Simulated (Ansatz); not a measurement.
## WS2: equation of state with LDA

Crystal: WS2.

```
CELL_PARAMETERS angstrom
1.57900 0.91164 6.16333
-1.57900 0.91164 6.16333
0.00000 -1.82327 6.16333
ATOMIC_POSITIONS crystal
W 0.00000 0.00000 0.00000
S 0.58100 0.58100 0.58100
S 0.75030 0.75030 0.75030
```

Measurements of this composition are mostly on another form, of space group No. 194.

```yaml
Program: Ansatz 0.2.0
Task: equation of state
Functional: LDA
Potentials_or_basis: Ansatz PAW
Cutoff: 420 eV
Density_cutoff: 1680 eV
k_mesh: 10 × 10 × 10
Occupations: fermi-dirac, width 0.05 eV
Spin: no spin polarisation
```

```json
{"Equilibrium volume": "17.37 Å³/atom", "Bulk modulus at fixed shape and positions": "178 GPa", "Pressure derivative of the bulk modulus": "4.4"}
```

Energy against volume, from the lowest point:
```tsv
volume (Å³/atom)	energy (meV/atom)
16.679	16.15
17.034	3.62
17.389	0.00
17.744	4.37
18.099	15.91
18.454	33.86
18.809	57.55
```

All runs of the series together: 13 s on 2 threads of AMD EPYC 9R45 96-Core Processor (Zen 5), with other jobs on the host.

Caveat: the cell was scaled at fixed shape and fractional positions, which overstates the stiffness of a crystal with free parameters, most of all of layers and chains. Spin-orbit coupling is left out, which matters for the levels of W.
